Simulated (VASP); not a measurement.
Al:

```
Al
1.0
     2.81246    0.00000    0.00000
    -1.40623    2.43566    0.00000
     0.00000    0.00000    4.86685
Al
2
Direct
  0.33333 0.66667 0.25000
  0.66667 0.33333 0.75000
```

This isn't the form of Al at room conditions, which is fcc.

```yaml
Program: VASP 6.6.1
Task: relaxation of cell and atoms
Functional: r2SCAN
Potentials_or_basis: VASP PAW PBE potentials, release 64 (Al)
Cutoff: 600 eV
k_mesh: 10 × 10 × 6
Occupations: fermi-dirac, width 0.05 eV
Spin: no spin polarisation
```

At the start: pressure -3.4 GPa; volume 16.67 Å³/atom.

Question: Where does the relaxation end?

Answer: Over 9 steps the energy falls by 24.1 meV/atom and the volume is 15.98 Å³/atom (-4.1 %); space group P6_3/mmc (No. 194, to 0.05 Å).

Step by step:
| step | energy change (eV) | largest force (eV/Å) | pressure (GPa) | volume (Å³) |
| --- | --- | --- | --- | --- |
| 1 | 0.0000 | 0.0000 | -3.36 | 33.34 |
| 2 | -0.0319 | 0.0000 | 0.66 | 31.67 |
| 3 | -0.0330 | 0.0000 | 1.47 | 31.40 |
| 4 | -0.0408 | 0.0000 | 2.33 | 31.19 |
| 5 | -0.0438 | 0.0000 | 2.07 | 31.26 |
| 6 | -0.0477 | 0.0000 | -0.51 | 32.13 |
| 7 | -0.0481 | 0.0000 | 0.09 | 31.92 |
| 8 | -0.0481 | 0.0000 | 0.05 | 31.94 |
| 9 | -0.0482 | 0.0000 | -0.01 | 31.96 |

Final structure:
```
Al
1.0
     2.82334    0.00000    0.00000
    -1.41167    2.44509    0.00000
     0.00000    0.00000    4.62939
Al
2
Direct
  0.33333 0.66667 0.25000
  0.66667 0.33333 0.75000
```

Caveat: the PAW data sets were made with another functional, which shifts forces and pressure a little.
